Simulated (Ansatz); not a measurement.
**VH in Ansatz: convergence with smearing width**

The system is VH.

```
V H
1.0
     0.00000    1.96375    1.96375
     1.96375    0.00000    1.96375
     1.96375    1.96375    0.00000
V H
1 1
Direct
  0.00000 0.00000 0.00000
  0.50000 0.50000 0.50000
```

The cell comes from a database or a generator and needn't be the stable form of this composition.

* Program: Ansatz 0.2.0
* Task: convergence study
* Functional: LDA
* Potentials or basis: Ansatz PAW
* Cutoff: 420 eV (not typed: the program's choice for these potentials)
* k mesh: 10 × 10 × 10
* Occupations: fermi-dirac, width 0.3 eV
* Spin: collinear spin, ferromagnetic start
* Starting moments: [2.0, 0.0] μB

These are the settings of the first run; the series varies smearing width, with any setting tied to it.

Hardware: 2 threads of Arm Neoverse V2, on a shared host.

| smearing width | energy less the tightest run, at zero smearing (meV/atom) | pressure (GPa) | SCF cycles | CPU time (s) | peak memory (GiB) |
| --- | --- | --- | --- | --- | --- |
| 0.3 eV | 1.33 | -6.81 | 10 | 1.7 | 0.27 |
| 0.2 eV | 2.25 | -8.26 | 10 | 1.6 | 0.26 |
| 0.15 eV | 1.95 | -8.74 | 10 | 1.6 | 0.27 |
| 0.1 eV | 1.32 | -9.03 | 10 | 1.6 | 0.27 |
| 0.05 eV | 0.47 | -9.17 | 9 | 1.6 | 0.26 |
| 0.025 eV | 0.07 | -9.22 | 10 | 1.7 | 0.27 |
| 0.01 eV | -0.02 | -9.24 | 10 | 1.7 | 0.27 |
| 0.005 eV | 0.00 | -9.25 | 11 | 1.8 | 0.27 |

Against the tightest run, the energy stays within 1 meV/atom from 0.05 eV on; the pressure stays within 0.1 GPa from 0.05 eV on. Narrower smearing needs a denser k mesh, so at a fixed mesh the narrowest width isn't the most accurate. The tightest run that finished is the yardstick and may itself not be fully converged.

Caveat, for the tightest run too: the PAW data sets come from PBE, with cores solved anew for the run's functional, which leaves a small shift of forces and pressure; the starting moments weren't kept.
